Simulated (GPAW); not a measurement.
# Ga (Cmcm) in GPAW: equation of state

Aim: energy against volume of Ga in PBE, for its equilibrium volume and stiffness.

Program: GPAW 26.7.0. These are calculated values, not measurements. Logs are shortened: lines on timing, memory, paths and dates and some standing lists are left out, and cuts for length are marked. The log counts tension as positive stress, the text compression.

**1. The crystal as given**

It takes space group Cmcm (No. 63, orthorhombic). The conventional cell has a = 2.900 Å, b = 8.130 Å, c = 3.170 Å, α = 90.00°, β = 90.00°, γ = 90.00°. Around Ga (site symmetry m2m) lie 8 Ga at 2.68 to 2.90 Å.

This isn't the form of Ga at room conditions, which is orthorhombic.

**2. Equation of state, PBE**

The input, run.py:

```python
from ase import Atoms
from ase.eos import EquationOfState
from ase.io import Trajectory
from ase.units import GPa
from gpaw import GPAW, PW

atoms = Atoms(['Ga', 'Ga'],
              cell=[[1.45, -4.065, 0.0],
                    [1.45, 4.065, 0.0],
                    [0.0, 0.0, 3.17]],
              scaled_positions=[[0.133, 0.867, 0.75],
                                [0.867, 0.133, 0.25]],
              pbc=True)

traj = Trajectory('eos.traj', 'w')
volumes, energies = [], []
for x in [0.94, 0.96, 0.98, 1.0, 1.02, 1.04, 1.06]:
    a = atoms.copy()
    a.set_cell(atoms.cell * x**(1 / 3), scale_atoms=True)
    calc = GPAW(mode=PW(600),
                xc='PBE',
                kpts={'size': (10, 10, 8), 'gamma': True},
                occupations={'name': 'fermi-dirac', 'width': 0.05},
                nbands=10,
                convergence={'density': 1e-05, 'energy': 1e-05},
                maxiter=150,
                txt=f'eos-{x:.2f}.txt')
    a.calc = calc
    energies.append(a.get_potential_energy(force_consistent=True))
    volumes.append(a.get_volume())
    p = -a.get_stress()[:3].mean() / GPa
    calc.write(f'eos-{x:.2f}.gpw')
    traj.write(a)
    print(f'{x:.2f} {volumes[-1]:10.4f} A^3 {energies[-1]:14.6f} eV {p:9.3f} GPa', flush=True)

v0, e0, B = EquationOfState(volumes, energies, eos='birchmurnaghan').fit()
print(f'V0 = {v0:.4f} A^3, E0 = {e0:.6f} eV, B0 = {B / GPa:.2f} GPa')
```

Potentials or basis: GPAW PAW data sets (gpaw-data 1.2.1), pw.

On the command line:

```console
OMP_NUM_THREADS=1 python run.py
```

Standard output:

```text
__  _  _
 | _ |_)|_||  |
 |__||  | ||/\| - 26.7.0

Input parameters:
  mode=PW(ecut=600.0),
  convergence={'density': 1e-05, 'energy': 1e-05},
  kpts=MonkhorstPack(size=(10, 10, 8), gamma=True),
  maxiter=150,
  nbands=10,
  occupations=Occupations(name='fermi-dirac', width=0.05),
  xc=XC(name='PBE')

Diagonalizing LCAO Hamiltonian
Converting LCAO to pw mode

           Ga

       Ga

Atoms  # Å, Bohr magnetons
|   | symbol |        x |         y |        z |    initial magnetic moments |
|---|--------|----------|-----------|----------|-----------------------------|
| 0 |     Ga | 1.420400 |  2.922801 | 2.328966 | ( 0.0000,  0.0000,  0.0000) |
| 1 |     Ga | 1.420400 | -2.922801 | 0.776322 | ( 0.0000,  0.0000,  0.0000) |

Unit cell  # Å
| periodic |        x |         y |        z |  lengths |     angles |
|----------|----------|-----------|----------|----------|------------|
|      yes | 1.420400 | -3.982018 | 0.000000 | 4.227765 |  90.000000 |
|      yes | 1.420400 |  3.982018 | 0.000000 | 4.227765 |  90.000000 |
|      yes | 0.000000 |  0.000000 | 3.105288 | 3.105288 | 140.737003 |

Number of symmetries: 4
Symmetry operations  # r_c * U_cc + t_c -> r_c
|   | kind |            matrix            |
|---|------|------------------------------|
| 0 |  E   |  1, 0, 0,  0, 1, 0,  0, 0, 1 |
| 1 |  C2  |  0, 1, 0,  1, 0, 0,  0, 0,-1 |
| 2 |  σ   |  0,-1, 0, -1, 0, 0,  0, 0, 1 |
| 3 |  i   | -1, 0, 0,  0,-1, 0,  0, 0,-1 |

BZ-sampling:
  Number of BZ points: 800
  Number of IBZ points: 227

  Monkhorst-Pack size: [10, 10, 8]
  Monkhorst-Pack shift: [0.05, 0.05, 0.0625]

K-points  # in reciprocal-cell coordinates
|     |                                coordinates |     weight |
|-----|--------------------------------------------|------------|
|   0 | (  0.00000000,   0.00000000,   0.00000000) | 0.00125000 |
|   1 | (  0.00000000,   0.00000000,   0.12500000) | 0.00250000 |
|   2 | (  0.00000000,   0.00000000,   0.25000000) | 0.00250000 |
|   3 | (  0.00000000,   0.00000000,   0.37500000) | 0.00250000 |
|   4 | (  0.00000000,   0.00000000,   0.50000000) | 0.00125000 |
|   5 | (  0.10000000,  -0.10000000,  -0.37500000) | 0.00250000 |
|   6 | (  0.10000000,  -0.10000000,  -0.25000000) | 0.00250000 |
|   7 | (  0.10000000,  -0.10000000,  -0.12500000) | 0.00250000 |
|   8 | (  0.10000000,  -0.10000000,   0.00000000) | 0.00250000 |
|   9 | (  0.10000000,  -0.10000000,   0.12500000) | 0.00250000 |
| ... |                                            |            |
| 226 | (  0.50000000,   0.50000000,   0.50000000) | 0.00125000 |

Plane wave coefficients: 1189
Cutoff: 600.0 eV

Spin-components: 1 (collinear spins)
Bands:           10
Projectors:      10
Spin-degeneracy: 2
Datatype:        complex128

Parallelization:
  kpt:    1
  domain: 1
  band:   1

Density:
  Valence electrons: 6.0
  Components: 1
  Grid points: [24 24 18]
  Charge: 0.0  # |e|

Potential:
  Grid points: [24 24 18]

species:
  Ga:
    name:    Gallium
    Z:       31.0
    valence: 3
    core:    28
    charge:  0.0  # [|e|]
    compensation charges:
      type: gauss
      rc: 0.37  # [Å]
      lmax: 2
    cutoffs:
      filter: 2.06  # [Å]
      core: 4.17  # [Å]
    projectors
    | kind |    occ | energy [eV] | rcut [Å] |
    |------|--------|-------------|----------|
    |   4s |  2.000 |      -8.945 |    1.164 |
    |   4p |  1.000 |      -2.580 |    1.164 |
    |    s |        |      18.266 |    1.164 |
    |    p |        |      24.631 |    1.164 |
    |    d |        |       0.000 |    1.164 |

    Using partial waves for Ga as LCAO basis

Reference energy: -105769.343058  # eV

eigensolver:
  PPCG
  Converge bands: occupied
  niter=2

density mixing:
  MSR1-Mixer
  Pratt-step length: 0.05
  Maximum mixing coefficient: 0.75
  Old densities: 10
  SVD Regularization: 0.005
  Good broyden scale: 1.0
  Trust region scale: 1.0
  Backstep threshold: 4.0
  History deletion threshold: 6.0
  Fourier metric: weight=20.0, sigma=0.015

occupation numbers:
  Fermi-Dirac:
    width: 0.0500  # eV

poisson solver:
  ecut: 4800.0  # eV

xc functional:
  name: PBE with 2 nearest neighbor stencil

convergence criteria:
[... 6 lines left out ...]
|iter     | |      energy | eigst |  dens |
|---------|-|-------------|-------|-------|
|iter:   1| |   -5.759839 | -0.85 |       |
|iter:   2| |   -5.759223 | -3.17 | -1.05 |
|iter:   3| |   -5.750340 | -3.61 | -1.07 |
|iter:   4| |   -5.749943 | -4.20 | -1.57 |
|iter:   5| |   -5.749950 | -5.80 | -2.70 |
|iter:   6| |   -5.749952c| -6.85 | -3.25 |
|iter:   7| |   -5.749952c| -7.54c| -4.13 |
|iter:   8| |   -5.749952c| -8.15c| -4.61 |
|iter:   9| |   -5.749952c| -9.64c| -5.84c|

Converged in 9 steps
Energy contributions relative to reference atoms: (reference = -105769.343058)

Energy contributions:
  Kinetic:          25.315313
  Coulomb:         -20.326187
  Zero:              0.024440
  External:          0.000000
  Xc:              -10.761774
  Entropy:          -0.003486
  Spinorbit:         0.000000
  ----------------------------
  Free energy:      -5.751695
  Extrapolated:     -5.749952

dipole moment: (-0.000042, -0.000000, -0.000046)  # |e|*Ang

Fermi level: 7.008
Eigenvalues  # (at kpt = [0.000, 0.000, 0.000])
| band index |      eig [eV] | occ [0-2] |
|------------|---------------|-----------|
|          0 |        -4.766 |     2.000 |
|          1 |         4.497 |     2.000 |
|          2 |         5.534 |     2.000 |
|          3 |         9.980 |     0.000 |
|          4 |        13.710 |     0.000 |
|          5 |        15.192 |     0.000 |
|          6 |        16.142 |     0.000 |
|          7 |        17.824 |     0.000 |
|          8 |        18.755 |     0.000 |
|          9 |        18.909 |     0.000 |

No gap
No difference between direct/indirect transitions

Stress tensor  # eV/Ang^3
|         x |         y |         z |
|-----------|-----------|-----------|
| -0.020512 | -0.000000 |  0.000000 |
| -0.000000 | -0.046850 |  0.000000 |
|  0.000000 |  0.000000 | -0.047494 |

# Writing to eos-0.94.gpw (mode='')
```

eos-0.96.txt:

```text
SCF iterations
|iter     | |      energy | eigst |  dens |
|---------|-|-------------|-------|-------|
|iter:   1| |   -5.785569 | -0.86 |       |
|iter:   2| |   -5.784876 | -3.19 | -1.05 |
|iter:   3| |   -5.775359 | -3.60 | -1.07 |
|iter:   4| |   -5.774892 | -4.26 | -1.58 |
|iter:   5| |   -5.774899 | -5.77 | -2.70 |
[... 32 lines left out ...]
|          6 |        15.777 |     0.000 |
|          7 |        17.436 |     0.000 |
|          8 |        18.423 |     0.000 |
|          9 |        18.471 |     0.000 |

No gap
No difference between direct/indirect transitions

Stress tensor  # eV/Ang^3
|         x |         y |         z |
|-----------|-----------|-----------|
| -0.012393 |  0.000000 |  0.000000 |
|  0.000000 | -0.035086 | -0.000000 |
|  0.000000 | -0.000000 | -0.037104 |

# Writing to eos-0.96.gpw (mode='')
```

Wall time 4.2 min (1 thread of Arm Neoverse V2, shared host); peak memory 0.38 GiB.

Results:

| Item | Value |
| --- | --- |
| Equilibrium volume | 19.29 Å³/atom |
| Bulk modulus at fixed shape and positions | 51 GPa |
| Pressure derivative of the bulk modulus | 5.2 |

Energy against volume, from the lowest point:
| volume (Å³/atom) | energy (meV/atom) |
| --- | --- |
| 17.564 | 30.01 |
| 17.937 | 17.61 |
| 18.311 | 8.77 |
| 18.685 | 3.13 |
| 19.058 | 0.31 |
| 19.432 | 0.00 |
| 19.806 | 1.89 |

Caveat: the cell was scaled at fixed shape and fractional positions, which overstates the stiffness of a crystal with free parameters, most of all of layers and chains; the program warned that so skewed a cell can give wrong results.
